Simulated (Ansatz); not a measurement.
Something may be wrong with this Ansatz 0.2.0 calculation of Ba.

The input input.yaml:

```yaml
crystal:
  lattice:
    - [-2.5065, 2.5065, 2.5065]
    - [2.5065, -2.5065, 2.5065]
    - [2.5065, 2.5065, -2.5065]
  atoms:
    - { symbol: Ba, position: [0.0, 0.0, 0.0] }
hamiltonian:
  xc: blyp
  pseudopotentials: { kind: nc }
magnetization:
  spin_polarized: true
  spin_orbit: true
kpoints:
  mp_grid: { grid: [8, 8, 8] }
scf:
  occupations: { method: gaussian, width: 0.1 }
  n_extra_bands: 12
  max_iter: 75
output:
  eigenvalues: true
  optics: { e_range: [0, 14], sigma: 0.2, nscf_kmesh: { grid: [11, 11, 11] } }
```

Potentials or basis: as the typed override names.

Run with:

```sh
$ ansatz run input.yaml --threads 1 --pin off --max-ram 2560MiB --backend cpu --events-out ev --progress --plain --runs-dir out
```

Output:

```text
Error: 2 input errors — fix all and re-run
  1. inconsistent input (magnetization.spin_orbit, magnetization.noncollinear): true requires noncollinear: true — spin–orbit coupling acts on 2-spinor wavefunctions; set both flags
  2. inconsistent input (magnetization.spin_orbit, hamiltonian.pseudopotentials.kind): true requires a fully-relativistic hamiltonian.pseudopotentials.kind (nc_fr or paw_fr), or kind: all_electron without datasets and azcp, which then solves Dirac's equation on LAPW. paw_fr resolves this project's PAW files (source: ansatz) by j as it reads them
```

Q: What happened, and what is wrong with the input?

A: The program refused the input. The input holds a flaw that was put in on purpose: spin-orbit coupling on scalar files (magnetization = spin_polarized True, spin_orbit True; hamiltonian.pseudopotentials = kind nc).
